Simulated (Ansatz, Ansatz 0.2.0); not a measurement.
# Lattice constants a and b of orthorhombic Ru₂Si: cell relaxations with PBEsol, LDA and r2SCAN

## Reference data

The reference values are the orthorhombic lattice constants a = 5.279 Å and b = 4.005 Å of Ru₂Si, taken from a printed reference work on crystal structures and lattice parameters of transition-metal silicides (original work of 1961). They are compiled values; method, temperature and sample composition are not given with them. We take them to be room-temperature constants from X-ray powder diffraction, which would be the usual origin of such entries, but that is our own reading. The axes were matched to the standard Pnma setting by their lengths, which leaves little room for confusion here because a and b differ by more than an ångström. The third axis, c, and the cell volume are not compared here.

| compared with | measured | source's wording or label | method |
| --- | --- | --- | --- |
| a (Å) | 5.279 | orthorhombic a | compiled value, method not stated |
| b (Å) | 4.005 | orthorhombic b | compiled value, method not stated |

Conditions are those given with the value in the passage it was taken from; "not stated" means there, and the paper may say more elsewhere. The values are a selection: others may have been left out beforehand as unlike or outlying.

## Method

We want a and b of Ru₂Si each within 0.5 % of the reference. For a stiff metallic silicide the usual functionals spread over one to two per cent in length, so this target can tell a suitable functional from an unsuitable one. It also stays above the expansion between a static calculation and room temperature, which we put at roughly 0.2 to 0.3 % in length, zero-point motion included.

The model is the ordered, non-magnetic Pnma cell with 12 atoms; no magnetic order is known to us for this compound. All three axes and the atomic positions are relaxed. The starting cell comes from the Materials Project and was itself relaxed by theory, so its closeness to the measured axes is no evidence for our result.

We go straight to PBEsol, which was built for equilibrium volumes of dense solids and usually does well for 4d metals. LDA costs about the same but tends to give cells that are too small; we keep it as the neighbouring level for scale. A reduced plane-wave cutoff or a thin k mesh would save time at the expense of the stress, on which a cell relaxation depends, so we rest the result on neither. Mesh and potentials are to be examined with LDA, and those checks will hold strictly for LDA only.

Plain PBE isn't shown in this study.

System: Ru2Si (diruthenium silicide), delta-Ni2Si type orthorhombic; Pnma (No. 62), 12 atoms in the primitive cell; the database structure is a structure relaxed by earlier theory (a GGA or r2SCAN, not named), not a measurement: a = 5.274 Å, b = 4.010 Å, c = 7.398 Å; structure from the Materials Project.

On the selection of runs and values: Further runs on this system are not shown.

## 1. PBEsol relaxation of the full cell

The PBEsol relaxation at the default cutoff comes first because it is the level on which we intend to rest the result. We expect both axes within the target, probably slightly short of the measured values, since the calculation lacks thermal expansion.

**Run 1.** Ansatz 0.2.0: PBEsol, cell and atoms relaxed from the database structure, PAW set soft_2, cutoff 420 eV (default), 6x8x4 k mesh, Gaussian smearing 0.1 eV.

Key lines of the input:
```
crystal:
  # lattice and atoms
kpoints:
  mp_grid: { grid: [6, 8, 4] }
hamiltonian:
  xc: pbesol
scf:
  occupations: { method: gaussian, width: 0.1 }
output:
  forces: true
  stress: true
relax:
  adjacent_minimum: "off"
  f_tol: 0.005
  max_steps: 60
  cell: { stress_tol: 0.03 }
```

Command:
```
ansatz run input.yaml --threads 4 --pin off --max-ram 16384MiB --backend cpu --events-out ev --progress --plain --runs-dir out
```

Selected lines of the output:
```
relax step   6: F+E_penalty+E_count = -49023.17181100 eV  [...]  max|allowed force component| = 4.020e-3 eV/Å  [...]  P = +0.004 GPa  Ω = 154.329 Å³  [...]
    - [5.234454646630486, 0.0, 0.0]
    - [0.0, 3.9935221682074658, 0.0]
```

Converged; 94 s on 4 cores of Arm Neoverse V1, shared host.

| quantity | run 1 | measured | deviation |
| --- | --- | --- | --- |
| a (Å) | 5.234 | 5.279 | −0.045 (−0.8 %) |
| b (Å) | 3.994 | 4.005 | −0.011 (−0.3 %) |
| conventional cell volume (Å³) | 154.33 |  |  |
| c (Å) | 7.383 |  |  |

The PBEsol cell meets the target for b, which is 0.3 % short, but not for a, which is 0.8 % short. Our expectation held for only one of the two axes. Thermal expansion and zero-point motion, at the size allowed for in the plan, would bring b almost onto the reference and still leave a slightly outside the limit. The miss is also uneven: a falls short by 0.045 Å and b by 0.011 Å, so a uniform expansion of the cell cannot mend both. Either the functional gets the shape of the cell slightly wrong, or a technical setting acts on a more than on b, or the reference value of a belongs to a somewhat different sample.

## 2. Mesh and potentials, tested with LDA

Before we put the short a axis down to the functional, we test the two technical settings most likely to distort the shape of a metallic cell: the k mesh and the potentials. Three LDA relaxations serve for this, one with the settings of the PBEsol run, one with a denser mesh and one with norm-conserving PseudoDojo potentials. The first also gives the neighbouring level for scale. We expect LDA to shorten both axes further, and the mesh and the potentials to move a by much less than the 0.045 Å that is missing.

**Run 2.** Ansatz 0.2.0: LDA, cell and atoms relaxed from the database structure, PAW set soft_2, cutoff 420 eV (default), 6x8x4 k mesh, Gaussian smearing 0.1 eV.

Key lines of the input, as changed from run 1:
```diff
  hamiltonian:
-   xc: pbesol
+   xc: lda
```

Selected lines of the output:
```
    - [5.204739943354012, 0.0, 0.0]
    - [0.0, 3.9709684766280544, 0.0]
```

Converged; 90 s on the same hardware.

**Run 3.** Ansatz 0.2.0: LDA, cell and atoms relaxed from the database structure, PAW set soft_2, cutoff 420 eV (default), 8x10x6 k mesh, Gaussian smearing 0.1 eV.

Key lines of the input, as changed from run 2:
```diff
  kpoints:
-   mp_grid: { grid: [6, 8, 4] }
+   mp_grid: { grid: [8, 10, 6] }
```

Selected lines of the output:
```
    - [5.204886517879998, 0.0, 0.0]
```

Converged; 3.1 min on the same hardware.

**Run 4.** Ansatz 0.2.0: LDA, PseudoDojo norm-conserving pseudopotentials, cell and atoms relaxed from the database structure, cutoff 1197 eV (default), 6x8x4 k mesh, Gaussian smearing 0.1 eV.

Key lines of the input, as changed from run 2:
```diff
  hamiltonian:
+   pseudopotentials: { kind: nc, accuracy: standard }
```

Selected lines of the output:
```
    - [5.2074091751178475, 0.0, 0.0]
    - [0.0, 3.971171154102753, 0.0]
```

Converged; 6.6 min on the same hardware.

| quantity | run 2 | run 3 | run 4 | measured |
| --- | --- | --- | --- | --- |
| a (Å) | 5.205 | 5.205 | 5.207 | 5.279 |
| b (Å) | 3.971 | 3.970 | 3.971 | 4.005 |
| conventional cell volume (Å³) | 151.61 | 151.61 | 151.72 |  |
| c (Å) | 7.336 | 7.336 | 7.337 |  |

With LDA both axes are shorter still: a falls 1.4 % below the reference and b about 0.8 %. The denser mesh moves neither axis by more than 0.001 Å, and the norm-conserving potentials lengthen a by only 0.003 Å. For LDA, then, neither setting comes near the size of the discrepancy in a. That makes a technical cause of the PBEsol miss unlikely, though it does not replace a test with PBEsol itself.

The shape of the cell is more telling. The ratio a/b is 1.311 with both LDA and PBEsol, against 1.318 from the reference values. Going from LDA to PBEsol enlarges the cell but leaves this ratio alone, so the uneven miss is common to both functionals.

## 3. r2SCAN, with a mesh comparison

The result forces a change of level. We turn to r2SCAN, a meta-GGA that usually gives somewhat longer lattice constants than PBEsol in transition-metal compounds. We expect a to move towards the reference, and b to reach or slightly pass it. The starting cell may itself come from r2SCAN, so a return to it would confirm an earlier calculation and not the measurement. A second relaxation on a 4×4×4 mesh, thinner along a and b, shows how strongly the r2SCAN axes respond to the sampling; it is a coarser test than the one made with LDA.

**Run 5.** Ansatz 0.2.0: r2SCAN, cell and atoms relaxed from the database structure, PAW set soft_2, cutoff 500 eV (default), 6x8x4 k mesh, Gaussian smearing 0.1 eV.

Key lines of the input, as changed from run 1:
```diff
  hamiltonian:
-   xc: pbesol
+   xc: r2scan
```

Command:
```
ansatz run input.yaml --threads 8 --pin off --max-ram 16384MiB --backend cpu --events-out ev --progress --plain --runs-dir out
```

Selected lines of the output:
```
    - [5.263311876459546, 0.0, 0.0]
    - [0.0, 4.00602299955876, 0.0]
```

Converged; 61 s on 8 cores of Arm Neoverse V2, shared host.

**Run 6.** Ansatz 0.2.0: r2SCAN, cell and atoms relaxed from the database structure, PAW set soft_2, cutoff 500 eV (default), 4x4x4 k mesh, Gaussian smearing 0.1 eV.

Key lines of the input, as changed from run 5:
```diff
  kpoints:
-   mp_grid: { grid: [6, 8, 4] }
+   mp_grid: { grid: [4, 4, 4] }
```

Selected lines of the output:
```
    - [5.2614640642044295, 0.0, 0.0]
    - [0.0, 3.99499060626043, 0.0]
    - [0.0, 0.0, 7.412884803796717]
```

Converged; 43 s on the same hardware.

| quantity | run 5 | run 6 | measured |
| --- | --- | --- | --- |
| a (Å) | 5.263 | 5.261 | 5.279 |
| b (Å) | 4.006 | 3.995 | 4.005 |
| conventional cell volume (Å³) | 155.82 | 155.82 |  |
| c (Å) | 7.390 | 7.413 |  |

With r2SCAN on the 6×8×4 mesh both axes meet the target: a is 0.3 % short of the reference, and b agrees with it to 0.001 Å. Compared with PBEsol, a has grown by 0.029 Å and b by 0.013 Å, so the gain is larger on the axis that needed it. The ratio a/b rises to 1.314, which removes part of the error in shape but not all of it.

The 4×4×4 mesh leaves the volume almost unchanged but redistributes it among the axes: b shrinks by 0.011 Å and c grows by 0.023 Å, while a changes by only 0.002 Å. Both axes compared here would still pass on that mesh. The near-exact agreement of b on the finer mesh should nevertheless not be taken as the accuracy of the method, since sampling alone can shift this axis by far more than the remaining difference. The comparison shows that the coarse mesh is inadequate for the shape of the cell; it does not prove the finer one converged for r2SCAN. The support for the finer mesh comes from LDA, where a further increase in density hardly moved the axes.

## Comparison with experiment

| run | settings | a (Å) | deviation | b (Å) | deviation | cost |
| --- | --- | --- | --- | --- | --- | --- |
| 1 | PBEsol, PAW set soft_2, cutoff 420 eV (default), 6x8x4 k mesh | 5.234 | −0.045 (−0.8 %) | 3.994 | −0.011 (−0.3 %) | 6.3 core-min |
| 2 | LDA, PAW set soft_2, cutoff 420 eV (default), 6x8x4 k mesh | 5.205 | −0.074 (−1.4 %) | 3.971 | −0.034 (−0.8 %) | 6 core-min |
| 3 | LDA, PAW set soft_2, cutoff 420 eV (default), 8x10x6 k mesh | 5.205 | −0.074 (−1.4 %) | 3.970 | −0.035 (−0.9 %) | 12 core-min |
| 4 | LDA, PseudoDojo norm-conserving pseudopotentials, cutoff 1197 eV (default), 6x8x4 k mesh | 5.207 | −0.072 (−1.4 %) | 3.971 | −0.034 (−0.8 %) | 26 core-min |
| 5 | r2SCAN, PAW set soft_2, cutoff 500 eV (default), 6x8x4 k mesh | 5.263 | −0.016 (−0.3 %) | 4.006 | +0.001 (+0.0 %) | 8.1 core-min |
| 6 | r2SCAN, PAW set soft_2, cutoff 500 eV (default), 4x4x4 k mesh | 5.261 | −0.018 (−0.3 %) | 3.995 | −0.010 (−0.2 %) | 5.7 core-min |
|  | measured | 5.279 |  | 4.005 |  |  |

Further runs on the same system, made beside this series (convergence steps with loose settings among them):

| further | settings | a (Å) | deviation | b (Å) | deviation | cost |
| --- | --- | --- | --- | --- | --- | --- |
| F1 | r2SCAN+rVV10, PAW set soft_2, cutoff 500 eV (default), 6x8x4 k mesh | 5.246 | −0.033 (−0.6 %) | 3.999 | −0.006 (−0.2 %) | 10 core-min |
| F2 | PBEsol+D3(BJ), PAW set soft_2, cutoff 420 eV (default), 6x8x4 k mesh | 5.183 | −0.096 (−1.8 %) | 3.965 | −0.040 (−1.0 %) | 7.2 core-min |
| F3 | BLYP, PAW set soft_2, cutoff 420 eV (default), 6x8x4 k mesh | 5.482 | +0.203 (+3.8 %) | 4.093 | +0.088 (+2.2 %) | 12 core-min |
| F4 | BLYP+D3(BJ), PAW set soft_2, cutoff 420 eV (default), 6x8x4 k mesh | 5.284 | +0.005 (+0.1 %) | 4.006 | +0.001 (+0.0 %) | 7.1 core-min |
| F5 | LDA, PAW set soft_2, cutoff 590 eV, 6x8x4 k mesh | 5.205 | −0.074 (−1.4 %) | 3.971 | −0.034 (−0.9 %) | 8.6 core-min |
| F6 | LDA, PAW set soft_2, cutoff 420 eV (default), 4x4x4 k mesh | 5.203 | −0.076 (−1.4 %) | 3.960 | −0.045 (−1.1 %) | 3.9 core-min |
|  | measured | 5.279 |  | 4.005 |  |  |

## Discussion

PBEsol, the level we had planned to rely on, misses the target: b is within 0.5 %, but a is 0.8 % short. r2SCAN, taken up after that miss, meets it on both axes, with a 0.3 % short and b equal to the reference within 0.001 Å, for 8.1 core-minutes.

Our rough allowance for thermal and zero-point expansion would bring a close to the reference and put b some 0.2 to 0.3 % above it. r2SCAN would still pass, while PBEsol would remain just outside in a. The exact match in b is therefore partly a cancellation, and a small error in the a/b ratio remains. Whether it comes from the functional or from the sample behind the compiled values, whose composition and temperature are not given, stays open.

The LDA checks made a technical cause of the PBEsol miss unlikely. A higher cutoff also leaves the LDA axes practically unchanged. The 4×4×4 mesh shortens b by 0.011 Å with LDA and r2SCAN alike, which supports carrying the denser-mesh test over from LDA. Tests of the cutoff and the potentials with r2SCAN itself are not shown in this report.

Adding dispersion does not help the functionals that already give short axes: r2SCAN+rVV10 narrowly misses in a, and PBEsol+D3(BJ) falls further short than PBEsol. BLYP+D3(BJ) lands within 0.1 % on both axes, but only because the correction takes about 0.2 Å off a BLYP a axis that is 3.8 % too long. We read that as a cancellation of large errors, not as a sounder description of this metal.

[Logs are printed without paths, hosts, clocks, repeated set-up lines and the standing remarks that a program may print on its own settings, such as how far it seeks lower states.]

[The runs shown are a pick from a larger set of finished runs; failed, doubtful and other runs were left out of it ahead of writing. So were measured values far from every level or from commonly accepted values, and agreement can look better than it is. Lines of input and output are excerpts and may be shortened.]
